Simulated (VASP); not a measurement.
# GaP (P6_3/mmc) in VASP: a series of runs

Runs on GaP. Level: PBE. Tasks: relaxation of cell and atoms, single point.

All numbers are computed with VASP 6.6.1; they aren't measurements. Logs are shortened: lines on timing, memory, paths and dates and some standing lists are left out, and cuts for length are marked.

## Step 1: The cell of the first run

The structure is hexagonal, space group P6_3/mmc (No. 194). The conventional cell has a = 3.781 Å, b = 3.781 Å, c = 5.071 Å, α = 90.00°, β = 90.00°, γ = 120.00°. Ga (site symmetry -3m) is surrounded by 6 P at 2.52 Å and 2 Ga at 2.54 Å. Around P (site symmetry -6m2) lie 6 Ga at 2.52 Å.

The cell was built by a generator and needn't be a form met in nature.

## Step 2: Relaxation of cell and atoms, PBE (species swapped into the CoSb type (P6_3/mmc, No. 194))

File INCAR:

```
PREC     = Accurate       # precision mode
ENCUT    = 600            # plane-wave cutoff, eV
EDIFF    = 1E-7           # SCF threshold, eV
ISMEAR   = 0              # smearing method
SIGMA    = 0.1            # smearing width, eV
LREAL    = F              # projectors in reciprocal space
LASPH    = T              # aspherical terms in the spheres
NELM     = 100            # most SCF steps
ALGO     = Fast           # electronic algorithm
ISIF     = 3              # what is computed and relaxed
LWAVE    = F              # write WAVECAR
LCHARG   = F              # write CHGCAR
GGA      = PE             # functional
IBRION   = 2              # ionic algorithm
NSW      = 90             # ionic steps
EDIFFG   = -0.04          # ionic threshold
```

File KPOINTS:

```
Automatic mesh
0
Gamma
  6 6 4
```

File POSCAR:

```
GaP
1.0
    3.7812351800      0.0000000000      0.0000000000
   -1.8906175900      3.2746457200      0.0000000000
    0.0000000000      0.0000000000      5.0708722500
Ga P
2 2
Direct
    0.0000000000      0.0000000000      0.0000000000
    0.0000000000      0.0000000000      0.5000000000
    0.3333333300      0.6666666700      0.2500000000
    0.6666666700      0.3333333300      0.7500000000
```

Potentials or basis: VASP PAW PBE potentials, release 64 (Ga_d, P).

Launch:

```console
$ cat potpaw_PBE.64/Ga_d/POTCAR potpaw_PBE.64/P/POTCAR > POTCAR
$ mpirun -np 1 vasp_std > vasp.out
```

OUTCAR:

```text
PREC = Accurate
   ENCUT = 600
   EDIFF = 1E-7
   ISMEAR = 0
   LREAL = F
   LASPH = T
   NELM = 100
   ISIF = 3
   GGA = PE
   IBRION = 2
   NSW = 90
   EDIFFG = -0.04

 ion  position               nearest neighbor table
   1  0.000  0.000  0.000-   3 2.52   4 2.52   3 2.52   4 2.52   4 2.52   3 2.52   2 2.54   2 2.54

   2  0.000  0.000  0.500-   3 2.52   4 2.52   3 2.52   4 2.52   4 2.52   3 2.52   1 2.54   1 2.54

   3  0.333  0.667  0.250-   1 2.52   2 2.52   1 2.52   2 2.52   1 2.52   2 2.52
   4  0.667  0.333  0.750-   1 2.52   2 2.52   1 2.52   2 2.52   1 2.52   2 2.52

  LATTYP: Found a hexagonal cell.
 ALAT       =     3.7812351800
 C/A-ratio  =     1.3410623800

  Lattice vectors:

 A1 = (   3.7812351800,   0.0000000000,   0.0000000000)
 A2 = (  -1.8906175900,   3.2746457200,   0.0000000000)
 A3 = (   0.0000000000,   0.0000000000,   5.0708722500)

Analysis of symmetry for initial positions (statically):
=====================================================================
 Subroutine PRICEL returns:
 Original cell was already a primitive cell.

 Routine SETGRP: Setting up the symmetry group for a
 hexagonal supercell.

 Subroutine GETGRP returns: Found 24 space group operations
 (whereof 12 operations were pure point group operations)
 out of a pool of 24 trial point group operations.

The static configuration has the point symmetry D_3d.
 The point group associated with its full space group is D_6h.

Analysis of symmetry for dynamics (positions and initial velocities):
=====================================================================
 Subroutine PRICEL returns:
 Original cell was already a primitive cell.

 Routine SETGRP: Setting up the symmetry group for a
 hexagonal supercell.

 Subroutine GETGRP returns: Found 24 space group operations
 (whereof 12 operations were pure point group operations)
 out of a pool of 24 trial point group operations.

The dynamic configuration has the point symmetry D_3d.
 The point group associated with its full space group is D_6h.

 Subroutine INISYM returns: Found 24 space group operations
 (whereof 12 operations are pure point group operations),
 and found     1 'primitive' translations

----------------------------------------------------------------------------------------

                                     Primitive cell

  volume of cell :      62.7886

  direct lattice vectors                    reciprocal lattice vectors
     3.781235180  0.000000000  0.000000000     0.264463846  0.152688273  0.000000000
    -1.890617590  3.274645720  0.000000000     0.000000000  0.305376546  0.000000000
     0.000000000  0.000000000  5.070872250     0.000000000  0.000000000  0.197204731

  length of vectors
     3.781235180  3.781235177  5.070872250     0.305376546  0.305376546  0.197204731

  position of ions in fractional coordinates (direct lattice)
     0.000000000  0.000000000  0.000000000
     0.000000000  0.000000000  0.500000000
     0.333333330  0.666666670  0.250000000
     0.666666670  0.333333330  0.750000000

  ion indices of the primitive-cell ions
   primitive index   ion index
                 1           1
                 2           2
                 3           3
                 4           4

----------------------------------------------------------------------------------------

 KPOINTS: Automatic mesh

Automatic generation of k-mesh.
 Grid dimensions read from file:
 generate k-points for:    6    6    4

 Generating k-lattice:

  Cartesian coordinates                     Fractional coordinates (reciprocal lattice)
     0.044077308  0.025448046  0.000000000     0.166666667  0.000000000  0.000000000
     0.000000000  0.050896091  0.000000000     0.000000000  0.166666667  0.000000000
     0.000000000  0.000000000  0.049301183     0.000000000  0.000000000  0.250000000

  Length of vectors
     0.050896091  0.050896091  0.049301183

  Shift w.r.t. Gamma in fractional coordinates (k-lattice)
     0.000000000  0.000000000  0.000000000

 Subroutine IBZKPT returns following result:
 ===========================================

 Found     21 irreducible k-points:

 Following reciprocal coordinates:
            Coordinates               Weight
  0.000000  0.000000  0.000000      1.000000
  0.166667  0.000000  0.000000      6.000000
  0.333333  0.000000  0.000000      6.000000
  0.500000  0.000000  0.000000      3.000000
  0.166667  0.166667  0.000000      6.000000
  0.333333  0.166667  0.000000     12.000000
[... 13 lines left out ...]
  0.333333  0.166667  0.500000     12.000000
  0.333333  0.333333  0.500000      2.000000
   k-points           NKPTS =     21   k-points in BZ     NKDIM =     21   number of bands    NBANDS=     22
   number of dos      NEDOS =    301   number of ions     NIONS =      4
   total plane-waves  NPLWV =  37800
   dimension x,y,z NGX =    30 NGY =   30 NGZ =   42
   dimension x,y,z NGXF=    60 NGYF=   60 NGZF=   84
   ions per type =               2   2
   NGX,Y,Z   is equivalent  to a cutoff of  13.19, 13.19, 13.77 a.u.
   NGXF,Y,Z  is equivalent  to a cutoff of  26.38, 26.38, 27.54 a.u.
 SYSTEM =  unknown system
   PREC   = accura    normal or accurate (medium, high low for compatibility)
   ISTART =      0    job   : 0-new  1-cont  2-samecut
   ICHARG =      2    charge: 1-file 2-atom 10-const
   ISPIN  =      1    spin polarized calculation?
   LNONCOLLINEAR =      F non collinear calculations
   LSORBIT =      F    spin-orbit coupling
   LASPH  =      T    aspherical Exc in radial PAW
   ENCUT  =  600.0 eV  44.10 Ry    6.64 a.u.   7.55  7.55 10.13*2*pi/ulx,y,z
   NELM   =    100;   NELMIN=  2; NELMDL= -5     # of ELM steps
   EDIFF  = 0.1E-06   stopping-criterion for ELM
   LREAL  =      F    real-space projection
   EDIFFG = -.4E-01   stopping-criterion for IOM
   NSW    =     90    number of steps for IOM
   IBRION =      2    ionic relax: 0-MD 1-quasi-New 2-CG
   NFREE  =      1    steps in history (QN), initial steepest desc. (CG)
   ISIF   =      3    stress and relaxation
   ISYM   =      2    0-nonsym 1-usesym 2-fastsym
   POTIM  = 0.5000    time-step for ionic-motion
   TEBEG  =    0.0;   TEEND  =   0.0 temperature during run
   PSTRESS=    0.0 pullay stress
   NELECT =      36.0000    total number of electrons
   NUPDOWN=      -1.0000    fix difference up-down
   EMIN   =  10.00;   EMAX   =-10.00  energy-range for DOS
   EFERMI =   0.00;   METHOD = LEGACY
   ISMEAR =     0;   SIGMA  =   0.10  broadening in eV -4-tet -1-fermi 0-gaus
   EFERMI_NEDOS =   21; number of points for ismear=-14 and -15
   IALGO  =     68    algorithm
   IMIX   =      4    mixing-type and parameters
     AMIX     =   0.40;   BMIX     =  1.00
     AMIX_MAG =   1.60;   BMIX_MAG =  1.00
  volume/ion in A,a.u.               =      15.70       105.93
  Fermi-wavevector in a.u.,A,eV,Ry     =   1.360031  2.570086 25.166479  1.849684
  Thomas-Fermi vector in A             =   2.486728
   LORBIT       =      0    0 simple, 1 ext, 2 COOP (PROOUT), +10 PAW based schemes
   GGA     = PE    functional components
   LHFCALC =     F    Hartree Fock is set to
   AEXX    =    0.0000 exact exchange contribution
   IVDW    =     0    specifies the selected vdW correction
   LEPSILON=     F    determine dielectric tensor
   LRPA    =     F    only Hartree local field effects (RPA)
 conjugate gradient relaxation of ions
 non-spin polarized calculation
 RMM-DIIS sequential band-by-band and
 Gauss-broadening in eV      SIGMA  =   0.10
  energy-cutoff  :      600.00
  volume of cell :       62.79
 maximum number of plane-waves:      2121
   NGX = 15   NGY = 15   NGZ = 21

--------------------------------------- Ionic step        1  -------------------------------------------

 number of electron      35.9999997 magnetization

 Free energy of the ion-electron system (eV)
  ---------------------------------------------------
  ext. energy  EPLUGINS =         0.00000000
  ---------------------------------------------------
  free energy    TOTEN  =       -15.52146245 eV

  energy without entropy =      -15.51792734  energy(sigma->0) =      -15.51969489

------------------------ aborting loop because EDIFF is reached ----------------------------------------

  FORCE on cell =-STRESS in cart. coord.  units (eV):
  Direction    XX          YY          ZZ          XY          YZ          ZX
  --------------------------------------------------------------------------------------
  -------------------------------------------------------------------------------------
  Total        2.3863053      2.3863053     12.0534502      0.0000000      0.0000000      0.0000000
  in kB       60.8913939     60.8913937    307.5680940      0.0000000      0.0000000      0.0000000
  external PRESSURE =     143.1169605 kB  Pullay stress =       0.0000000 kB
[... 95 lines left out ...]
  FREE ENERGIE OF THE ION-ELECTRON SYSTEM (eV)
  ---------------------------------------------------
  free  energy   TOTEN  =       -16.2250227174 eV

  energy  without entropy=      -16.2144029473  energy(sigma->0) =      -16.21971283

[... ionic steps 4 to 7 ...]

--------------------------------------- Ionic step        8  -------------------------------------------

 number of electron      35.9999991 magnetization

------------------------ aborting loop because EDIFF is reached ----------------------------------------

  FORCE on cell =-STRESS in cart. coord.  units (eV):
  Direction    XX          YY          ZZ          XY          YZ          ZX
  --------------------------------------------------------------------------------------
  -------------------------------------------------------------------------------------
  Total        0.1584178      0.1584178     -1.2176385      0.0000000      0.0000000      0.0000000
  in kB        3.6315609      3.6315608    -27.9130750      0.0000000      0.0000000      0.0000000
  external PRESSURE =      -6.8833178 kB  Pullay stress =       0.0000000 kB
[... 61 lines left out ...]
  energy  without entropy=      -16.4681342026  energy(sigma->0) =      -16.47172395

--------------------------------------- Ionic step       10  -------------------------------------------

 number of electron      35.9999997 magnetization

 Free energy of the ion-electron system (eV)
  ---------------------------------------------------
  ext. energy  EPLUGINS =         0.00000000
  ---------------------------------------------------
  free energy    TOTEN  =       -16.47725720 eV

  energy without entropy =      -16.46954765  energy(sigma->0) =      -16.47340243

 E-fermi :   6.4068     XC(G=0): -10.8939

 val. band max:        6.4030303136   @ k =   0.5000   0.0000   0.2500
 cond. band min:       6.4606770204   @ k =   0.5000   0.0000   0.0000
 fundamental gap:      0.0576467068
 Fermi energy:         6.4067820472

 k-point     1 :       0.0000    0.0000    0.0000
  band No.  band energies     occupation
      1      -8.4314      2.00000
      2      -8.3935      2.00000
      3      -8.3935      2.00000
      4      -8.3347      2.00000
      5      -8.3347      2.00000
      6      -8.3206      2.00000
[... 545 lines left out ...]
  FREE ENERGIE OF THE ION-ELECTRON SYSTEM (eV)
  ---------------------------------------------------
  free  energy   TOTEN  =       -16.4772572050 eV

  energy  without entropy=      -16.4695476496  energy(sigma->0) =      -16.47340243

 reached required accuracy - stopping structural energy minimisation
```

Wall time 5.3 min (1 thread of AMD EPYC 7R13 (Zen 3), shared host); peak memory 0.18 GiB.

Results:

```
Free energy                            : -16.4773 eV
Relaxed volume                         : 17.37 Å³/atom
Relaxed cell                           : a = 3.594 Å, b = 3.594 Å, c = 6.213 Å, α = 90.00°, β = 90.00°, γ = 120.00°
Space group after relaxing (to 0.05 Å) : P6_3/mmc (No. 194)
Energy gained by relaxing              : 238.9 meV/atom
Ionic steps                            : 10
Pressure after relaxing                : -0.1 GPa
Band gap on the k mesh                 : none (metal or under the smearing width)
```

Step by step:
```tsv
step	energy change (eV)	largest force (eV/Å)	pressure (GPa)	volume (Å³)
1	0.0000	0.0000	14.31	62.79
2	-0.6821	0.0000	-5.16	76.12
3	-0.7036	0.0000	-3.04	73.70
4	-0.8514	0.0000	-1.65	71.37
5	-0.9292	0.0000	1.80	68.14
6	-0.9226	0.0000	3.90	66.60
7	-0.9330	0.0000	2.71	67.49
8	-0.9431	0.0000	-0.69	69.89
9	-0.9539	0.0000	0.65	68.89
10	-0.9558	0.0000	-0.06	69.50
```

Final structure:
```xyz
4
Lattice="3.5939 0.0000 0.0000 -1.7969 3.1124 0.0000 0.0000 0.0000 6.2130" Properties=species:S:1:pos:R:3 pbc="T T T"
Ga    0.0000    0.0000    0.0000
Ga    0.0000    0.0000    3.1065
P     0.0000    2.0749    1.5533
P     1.7969    1.0375    4.6598
```

## Step 3: Single point, PBE (species swapped into the CoSb type (P6_3/mmc, No. 194))

File INCAR:

```
PREC = Accurate
ENCUT = 520
EDIFF = 1E-6
ISMEAR = 0
SIGMA = 0.1
LREAL = False
LASPH = True
NELM = 100
ALGO = Fast
ISIF = 2
LWAVE = False
LCHARG = False
GGA = PE
NBANDS = 26
```

File KPOINTS:

```
Automatic mesh
0
Gamma
  15 15 8
```

File POSCAR:

```
GaP
1.0
    3.6185541653      0.0000000000      0.0000000000
   -1.8092770826      3.1337598321      0.0000000000
    0.0000000000      0.0000000000      6.1202885478
Ga P
2 2
Direct
    0.0000000000      0.0000000000      0.0000000000
    0.0000000000      0.0000000000      0.5000000000
    0.3333333333      0.6666666667      0.2500000000
    0.6666666667      0.3333333333      0.7500000000
```

Potentials or basis: VASP PAW PBE potentials, release 64 (Ga_d, P).

Launch:

```console
$ cat potpaw_PBE.64/Ga_d/POTCAR potpaw_PBE.64/P/POTCAR > POTCAR
$ mpirun -np 1 vasp_std > vasp.out
```

Run time: 3.4 min. Hardware: 1 thread of Intel Xeon Platinum 8259CL at 2.50GHz (Skylake/Cascade Lake), shared host; peak memory 0.33 GiB.

It converged, with:

* Free energy: -16.4739 eV
* Pressure: 0.1 GPa
* Band gap on the k mesh: none (metal or under the smearing width)

Levels at points of the mesh, in eV from the Fermi level:
```
           k point  band 14  band 15  band 16  band 17  band 18  band 19  band 20  band 21  band 22  band 23
(0.00, 0.00, 0.00)    -0.26    -0.18    -0.18     0.31     0.31     0.84     3.09     5.04     5.04     5.75
(0.00, 0.00, 0.50)    -4.61     0.13     0.13     0.13     0.13     2.86     2.86     4.64     4.64     4.64
```
